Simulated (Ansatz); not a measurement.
# C: the cost of one run

Program: Ansatz 0.2.0. Level of theory: DFT PBE, scalar-relativistic, plane waves, PAW. These are calculated values, not measurements.

## (1) The system as given

The structure is tetragonal, space group I4/mmm (No. 139). The conventional cell has a = 4.382 Å, b = 4.382 Å, c = 3.772 Å, α = 90.00°, β = 90.00°, γ = 90.00°. C (site symmetry m) is surrounded by 5 C at 1.56 to 1.57 Å.

Coordinates:

```xyz
8
Lattice="-2.1912 2.1912 1.8858 2.1912 -2.1912 1.8858 2.1912 2.1912 -1.8858" Properties=species:S:1:pos:R:3 pbc="T T T"
C     0.0000    1.1042    1.1039
C     2.1912    1.0869   -0.7818
C     1.0869    2.1912   -0.7818
C     1.1042    0.0000    1.1039
C     0.0000    1.1042    2.6676
C     2.1912    1.0869    0.7818
C     1.1042    0.0000    2.6676
C     1.0869    2.1912    0.7818
```

A structure generator made this guess: 5-connected net of one element (I4/mmm, No. 139). Lengths come from tabulated atomic sizes and are only a guess.

## (2) The guess as it stands, on a coarse mesh

Input file input.yaml:

```yaml
crystal:
  lattice:
    - [-2.19118423, 2.19118423, 1.88575108]
    - [2.19118423, -2.19118423, 1.88575108]
    - [2.19118423, 2.19118423, -1.88575108]
  atoms:
    - { symbol: C, position: [0.54468137, 0.29270727, 0.2519741] }
    - { symbol: C, position: [0.04073316, 0.29270727, 0.7480259] }
    - { symbol: C, position: [0.29270727, 0.04073316, 0.7480259] }
    - { symbol: C, position: [0.29270727, 0.54468137, 0.2519741] }
    - { symbol: C, position: [0.95926684, 0.70729273, 0.2519741] }
    - { symbol: C, position: [0.45531863, 0.70729273, 0.7480259] }
    - { symbol: C, position: [0.70729273, 0.95926684, 0.2519741] }
    - { symbol: C, position: [0.70729273, 0.45531863, 0.7480259] }
basis:
  ecutwfc: 420
kpoints:
  mp_grid: { grid: [6, 6, 6] }
hamiltonian:
  xc: pbe
scf:
  occupations: { method: gaussian, width: 0.1 }
  lower_state_search: "off"
output:
  forces: true
  stress: true
  eigenvalues: true
```

Command:

```console
ansatz run input.yaml --threads 1 --pin off --max-ram 2560MiB --backend cpu --events-out ev --progress --plain --runs-dir out
```

What time and memory should one allow on 1 thread of Arm Neoverse V1, shared host?

About 1.6 s, with a peak of 0.28 GiB.
